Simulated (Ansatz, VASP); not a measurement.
# AlRu: VASP beside Ansatz

File INCAR:

```
PREC = Accurate ; ENCUT = 520
EDIFF = 1E-6 ; ISMEAR = -1
SIGMA = 0.05 ; LREAL = False
LASPH = True ; NELM = 80
ALGO = Normal ; ISIF = 2
LWAVE = False ; LCHARG = False
GGA = PS ; NBANDS = 16
```

KPOINTS

```
regular mesh
0
Gamma
  12 12 12
```

POSCAR

```
AlRu
1.0
    2.9305298028      0.0000000000      0.0000000000
    0.0000000000      2.9305298028      0.0000000000
    0.0000000000      0.0000000000      2.9305298028
Al Ru
1 1
Direct
    0.0000000000      0.0000000000      0.0000000000
    0.5000000000      0.5000000000      0.5000000000
```

Input for Ansatz:

```yaml
crystal:
  lattice:
    - [2.9305298028, 0.0, 0.0]
    - [0.0, 2.9305298028, 0.0]
    - [0.0, 0.0, 2.9305298028]
  atoms:
    - { symbol: Al, position: [0.0, 0.0, 0.0] }
    - { symbol: Ru, position: [0.5, 0.5, 0.5] }
kpoints:
  mp_grid: { grid: [12, 12, 12] }
  band_path:
    path:
      - [0.0, 0.0, 0.0]
      - [0.0, 0.5, 0.0]
      - [0.5, 0.5, 0.0]
      - [0.0, 0.0, 0.0]
      - [0.5, 0.5, 0.5]
      - [0.0, 0.5, 0.0]
      - [0.5, 0.5, 0.5]
      - [0.5, 0.5, 0.0]
    npoints: 5
scf:
  occupations: { method: fermi_dirac, width: 0.05 }
hamiltonian:
  xc: pbesol
  pseudopotentials: { kind: all_electron, lapw: { basis_error: 0.001 } }
output:
  forces: true
  stress: true
  eigenvalues: true
```

Change from the starting cell: volume scaled by 0.94.

Alike in both runs: task single point; functional PBEsol; k mesh 12 × 12 × 12; occupations fermi-dirac, width 0.05 eV; no spin polarisation.

```csv
,VASP,Ansatz
version,VASP 6.6.1,Ansatz 0.2.0
potentials or method,"VASP PAW PBE potentials, release 64 (Al, Ru_pv)","all-electron LAPW, scalar-relativistic"
plane-wave cutoff (eV),520,see its input
```

VASP gave:

* pressure (GPa): 11.3

What did Ansatz give for the same quantities?

Pressure (GPa): 11.1.

Ansatz ran all-electron here, so the differences hold the error of VASP's frozen core and of both bases.

Caveats: the PAW data sets were made with another functional, which shifts forces and pressure a little (VASP).
